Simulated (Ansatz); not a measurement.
# W: pressure and energy less free atoms against volume scale

All results are calculated (Ansatz 0.2.0). Periodic Kohn-Sham DFT of a crystal at fixed atoms, scaled to volume_scale times the given cell; pressure positive in compression, energy less spherical unpolarised free atoms, largest_vzz the field gradient of largest size among the nuclei.

The cell before it is scaled or strained (space group Im-3m, No. 229):
```
CELL_PARAMETERS angstrom
-1.59730 1.59730 1.59730
1.59730 -1.59730 1.59730
1.59730 1.59730 -1.59730
ATOMIC_POSITIONS crystal
W 0.00000 0.00000 0.00000
```

Settings of every row: method all-electron LAPW; functional PBE; relativity scalar; k mesh 14x14x14; filling fermi-dirac; smearing width 0.03 eV; basis error target 1 meV/atom; nucleus gaussian.

Atom start moment: 0 on all atoms.

Limits: no spin-orbit coupling on heavy atoms; the cell was measured well above room temperature.

| row | volume scale | V (Å³/atom) | pressure (GPa) | energy less free atoms (eV/atom) |
| --- | --- | --- | --- | --- |
| 1 | 0.95 | 15.486 | 14.003 | -11.3961 |
| 2 | 0.975 | 15.894 | ? | ? |
| 3 | 1 | 16.301 | -2.498 | -11.4238 |
| 4 | 1.025 | 16.709 | -9.388 | -11.4085 |
| 5 | 1.05 | 17.116 | -15.428 | -11.3768 |

Question: what pressure and energy less free atoms should row 2 give?

Worked fit of pressure. Take u = (V_r/V)^(2/3) − 1 with V_r = 16.505 Å³ an atom, which is twice the finite (Eulerian) strain; such expansions in the strain, on which the Birch-Murnaghan equation of state is built, carry the rest volume and the bulk modulus. The shown rows have u = 0.0434, 0.00833, -0.00816, -0.02394. Least squares give pressure = −6.0481 + 416.852 × u + 1040.89 × u² GPa; a straight line predicts inner rows, each left out in turn, worse (root mean square 0.72 against 0.016 GPa). The rows lie off it by -0.001, 0.005, -0.008, 0.003 (root mean square 0.005 GPa). The pressure vanishes at u = 0.0140, or V = 16.16 Å³ an atom, and there the bulk modulus at fixed shape and fractions is B = −V dP/dV = (2/3)(1 + u) dP/du = 302 GPa. The withheld row has u = 0.02547, so the fit gives −6.0481 + 416.852 × (0.02547) + 1040.89 × (0.02547)² = 5.244 GPa.

The calculation gave 5.297 GPa. The fit lies 0.053 GPa (1 % of the value, 0.18 % of the column's range) below it; its largest miss of a shown row is 0.008 GPa.

Worked fit of energy less free atoms. Take u = (V_r/V)^(2/3) − 1 with V_r = 16.505 Å³ an atom, which is twice the finite (Eulerian) strain; such expansions in the strain, on which the Birch-Murnaghan equation of state is built, carry the rest volume and the bulk modulus. The shown rows have u = 0.0434, 0.00833, -0.00816, -0.02394. Least squares give energy less free atoms = −11.41834 − 0.9358 × u + 33.369 × u² eV/atom; a straight line predicts inner rows, each left out in turn, worse (root mean square 0.023 against 4.5e-05 eV/atom). All shown rows lie on it to the printed digit. Its lowest point lies at u = 0.0140, or V = 16.16 Å³ an atom, and the curvature there gives the bulk modulus at fixed shape and fractions, B = (4/9)(1 + u)² E″(u)/V = 302 GPa. The withheld row has u = 0.02547, so the fit gives −11.41834 − 0.9358 × (0.02547) + 33.369 × (0.02547)² = -11.4205 eV/atom.

The calculation gave -11.4205 eV/atom. The fit meets it to the printed digit.
